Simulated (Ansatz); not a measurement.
## What a change of settings does to a run on Au

The cell is COD entry 1545302, as deposited and not checked against the literature; nothing was relaxed.

First run: DFT, r2SCAN, PAW with Ansatz's default frozen-core files, scalar-relativistic (Ansatz 0.2.0).

Command: `ansatz run input.yaml --threads 1 --pin off --max-ram 2048MiB --backend cpu --events-out ev --progress --plain --runs-dir out` The run took 15 s on 1 thread of Arm Neoverse V1, with other jobs on the host, peak memory 0.47 GiB.

```yaml
crystal:
  lattice:
    - [2.8999984104, 0.0, 0.0]
    - [-1.4499992052, 2.5114722944, 0.0]
    - [0.0, 0.0, 4.88]
  atoms:
    - { symbol: Au, position: [0.3333333333, 0.6666666667, 0.75] }
    - { symbol: Au, position: [0.6666666667, 0.3333333333, 0.25] }
kpoints:
  mp_grid: { grid: [14, 14, 8] }
  band_path:
    path:
      - [0.0, 0.0, 0.0]
      - [0.5, 0.0, 0.0]
      - [0.3333333333, 0.3333333333, 0.0]
      - [0.0, 0.0, 0.0]
      - [0.0, 0.0, 0.5]
      - [0.5, 0.0, 0.5]
      - [0.3333333333, 0.3333333333, 0.5]
      - [0.0, 0.0, 0.5]
      - [0.5, 0.0, 0.5]
    npoints: 5
scf:
  occupations: { method: fermi_dirac, width: 0.03 }
hamiltonian:
  xc: r2scan
  pseudopotentials: { kind: paw }
output:
  forces: true
  stress: true
  eigenvalues: true
  efg: { contact_densities: true }
```

Result: converged; pressure -1.42 GPa; no gap on the k mesh; 7 SCF iterations.

Spin–orbit coupling is left out, though it moves levels of the heavy atoms by tenths of an eV or more.

The input is then changed:

```diff
@@ -26,4 +26,6 @@
   xc: r2scan
   pseudopotentials: { kind: paw }
+  dispersion: d3bjatm
+  hubbard: { sites: [{ species: Au, l: d, u_eff: 1.0 }], double_counting: amf }
 output:
   forces: true
```

Problem. Predict the outcome of the changed run.

Solution. It converged; pressure -2.80 GPa; no gap on the k mesh; 7 SCF iterations.

The results part of its log:

```
SCF 1 converged in 7 iterations: F = -26327.440076 eV  dr2 = 7.43e-8
  greatest PAW one-centre occupation: 1.003 electrons in one spin orbital (limit 2), on the Au atom at site 1 (counted from 0), in its partial waves of l = 0
NSCF: frozen V_eff on 41 k-points
SCF converged after 7 iterations
Free energy (F): -26327.440076 eV
Harris-Foulkes:  -26327.440075 eV  (|F-HF|=1.22e-7)
Internal energy: -26327.436489 eV  (E = F + TS)
E sigma→0 (E₀):  -26327.438283 eV
Entropy (-TS):   -0.003586 eV (-1.793 meV/atom)
Fermi energy:    19.362970 eV
--- Per-component energies (eV) ---
  E_band       = -488.323472
  E_kinetic    = 1210.254655
  E_local      = -3547.400886  (includes V_loc(G=0)·N_el)
  E_nonlocal   = 152.067841
  E_hartree    = 1509.306964
  E_xc         = -435.672376
  E_vxc        = -612.720403  (∫ρ·V_xc dr)
  E_hubbard    = -0.000339  (on-site DFT+U / exact-exchange correction)
  E_vhub       = -0.000679  (the Hubbard potential's part of the band-sum identity)
  E_paw        = -19462.668641  (= ΣΔE_a)
  E_vpaw       = -750.963310  (= ΣTr[D̂ρ^β])
  E_aug_tail   = 0.001409  (compensation charges beyond the density's cutoff)
  E_vtau       = 41.821888  (kinetic-family band-sum trace: ∫τ·v_τ [+ j·A + Jᵃ·Aᵃ] dr)
  E_ewald      = -5752.524359
  E_disp       = -0.448110  (pairwise vdW)
  E_core_change = -0.352647  (= ΣΔE_core)
  E_smearing   = -0.003586  (= −TS)
  E_closure    = 0.000000  (closes the sum)
  Σ components = -26327.440076   (vs F -26327.440076, Δ=0.00e0)
DFT+U double counting: amf (around mean field; hamiltonian.hubbard.double_counting)
--- Forces (eV/Å), atoms counted from 1 ---
  atom   1  Au    -0.00000000    -0.00000000     0.00000000
  atom   2  Au     0.00000000     0.00000000     0.00000000
  max |Σ_I F_I| component: 4.63e-18 eV/Å
--- Stress (GPa, compression-positive) ---
       -2.770825       0.000000       0.000000
       -0.000000      -2.770825       0.000000
        0.000000       0.000000      -2.862892
  P = ⅓ Tr σ = -2.8015 GPa (-28.015 kbar)
--- PAW observables at the nuclei: V_zz in 10²¹ V/m², potentials from the cell's mean, atoms counted from 1 ---
  atom   1  Au V_zz =    +1.117075   η = 0.0000   by run symmetry: allowed
            electrostatic potential = -16462.338141 V   contact ρ = 13072767.244785 e/Å³
  atom   2  Au V_zz =    +1.117075   η = 0.0000   by run symmetry: allowed
            electrostatic potential = -16462.338141 V   contact ρ = 13072767.244785 e/Å³
--- Band table (eV; the first three rows and the last of 120) ---
  k-point 0: bands = ["-88.1261", "-88.1173", "-39.0810", "-38.9287", "-38.9287", "-38.9034", "-38.9034", "-38.9021", "9.7258", "12.0574", "14.4492", "14.7244", "14.7244", "15.0156", "15.0156", "15.6768", "15.6768", "16.9782", "16.9782", "18.5653", "21.8912", "34.6692", "35.6573"]
  k-point 1: bands = ["-88.1258", "-88.1176", "-39.0743", "-38.9277", "-38.9277", "-38.9089", "-38.9044", "-38.9044", "9.8546", "12.0545", "14.4223", "14.6957", "14.6957", "14.9796", "14.9796", "15.7689", "15.7689", "16.9584", "16.9584", "17.6686", "23.0348", "34.3347", "35.8592"]
  k-point 2: bands = ["-88.1248", "-88.1186", "-39.0550", "-38.9285", "-38.9250", "-38.9250", "-38.9071", "-38.9071", "10.2258", "12.0135", "14.3635", "14.6502", "14.6502", "14.8876", "14.8876", "15.9943", "15.9943", "16.2649", "16.8885", "16.8885", "25.1977", "33.7056", "35.6088"]
  k-point 119: bands = ["-88.1126", "-88.1126", "-39.0663", "-39.0663", "-39.0295", "-39.0295", "-38.9440", "-38.9440", "13.3739", "13.3739", "14.0884", "14.0884", "14.7473", "14.7473", "15.6035", "15.6035", "17.0727", "17.0727", "23.3212", "23.3212", "24.0259", "24.0259", "26.6162"]
Occupation matrices written to <dir>
```
